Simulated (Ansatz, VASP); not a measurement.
Given: the input of a run of VASP 6.6.1 on CuO.

Contents of INCAR:

```
SYSTEM = CuO
PREC = Accurate
ENCUT = 520
EDIFF = 1E-6
ISMEAR = -1
SIGMA = 0.05
LREAL = .False.
LASPH = .True.
NELM = 100
ALGO = Normal
ISIF = 2
LWAVE = .False.
LCHARG = .False.
GGA = PE
NBANDS = 16
```

Contents of KPOINTS:

```
regular mesh
0
Gamma
  10 10 10
  0 0 0
```

The input POSCAR:

```
CuO
1.0
    2.5694554113      0.0000000000      0.0000000000
    0.0000000000      2.5694554113      0.0000000000
    0.0000000000      0.0000000000      2.5694554113
Cu O
1 1
Direct
    0.0000000000      0.0000000000      0.0000000000
    0.5000000000      0.5000000000      0.5000000000
```

Potentials or basis: VASP PAW PBE potentials, release 64 (Cu, O).

Run with:

```sh
$ cat potpaw_PBE.64/Cu/POTCAR potpaw_PBE.64/O/POTCAR > POTCAR
$ mpirun -np 1 vasp_std > vasp.out
```

Task: Translate it to Ansatz 0.2.0. Potentials there: all-electron LAPW, scalar-relativistic.

Result: As run (the cutoff follows the program's own potentials):

The input input.yaml:

```yaml
crystal:
  lattice:
    - [2.5694554113, 0.0, 0.0]
    - [0.0, 2.5694554113, 0.0]
    - [0.0, 0.0, 2.5694554113]
  atoms:
    - { symbol: Cu, position: [0.0, 0.0, 0.0] }
    - { symbol: O, position: [0.5, 0.5, 0.5] }
kpoints:
  mp_grid: { grid: [10, 10, 10] }
scf:
  occupations: { method: fermi_dirac, width: 0.05 }
hamiltonian:
  xc: pbe
  pseudopotentials: { kind: all_electron, lapw: { basis_error: 0.0005 } }
output:
  forces: true
  stress: true
  eigenvalues: true
```

Potentials or basis: all-electron LAPW, scalar-relativistic.

The run is started by

```bash
$ ansatz run input.yaml --threads 1 --pin off --max-ram 3072MiB --backend cpu --events-out ev --progress --plain --runs-dir out
```

Both were run:

|  | VASP | Ansatz | Ansatz less VASP |
| --- | --- | --- | --- |
| gap on the k mesh at the Fermi level (eV) | none | none | - |
| pressure (GPa) | 16.0 | 15.7 | -0.22 |

A gap of «none» marks a metal or a gap that the smearing closes. Ansatz ran all-electron here, so the differences hold the error of VASP's frozen core and of both bases.

Caveats: an odd number of electrons without spin polarisation forces a metal; a magnetic or distorted state may lie lower; the run has no spin polarisation, though such a crystal can be magnetic; semilocal functionals often make such compounds metallic where correlation or magnetic order opens a gap, which also shifts bond lengths; so large a pressure means that the cell lies far from this level's equilibrium, or that cutoff or potentials fall short (VASP).
